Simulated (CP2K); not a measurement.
MoS2:

```
CELL_PARAMETERS angstrom
6.38318 0.00000 0.00000
5.59554 3.07162 0.00000
5.59554 1.43483 2.71591
ATOMIC_POSITIONS crystal
Mo 0.00000 0.00000 0.00000
S 0.25000 0.25000 0.25000
S 0.75000 0.75000 0.75000
```

Measurements of this composition are mostly on another form, of space group No. 194.

Base run:

| Quantity | Value |
| --- | --- |
| Program | CP2K 2026.2 |
| Functional | TASK |
| Potentials or basis | POTENTIAL_UZH Mo GTH-SCAN-q14, S GTH-SCAN-q6; TZVP-MOLOPT-SCAN-GTH basis |
| Density cutoff | 9184 eV |
| k mesh | 10 × 10 × 10 |
| Occupations | fermi-dirac, width 0.05 eV |
| Spin | no spin polarisation |

Its results: band gap on the k mesh none (metal or under the smearing width); pressure 13.7 GPa; largest force 0.748 eV/Å.

Task: The run is repeated on the same cell with these changes: functional from TASK to SCAN; ngrids from 5 to 4. What comes out?

Result: Band gap on the k mesh none (metal or under the smearing width); pressure 7.7 GPa; largest force 0.999 eV/Å.

Caveats: the cell's inner coordinates are idealised or old, which leaves forces on the atoms; the basis of atomic orbitals isn't converged, which shifts pressures, moduli and gaps; the potentials were made for another functional, which shifts forces and pressure (some runs).

Not every run made on this cell is shown here.
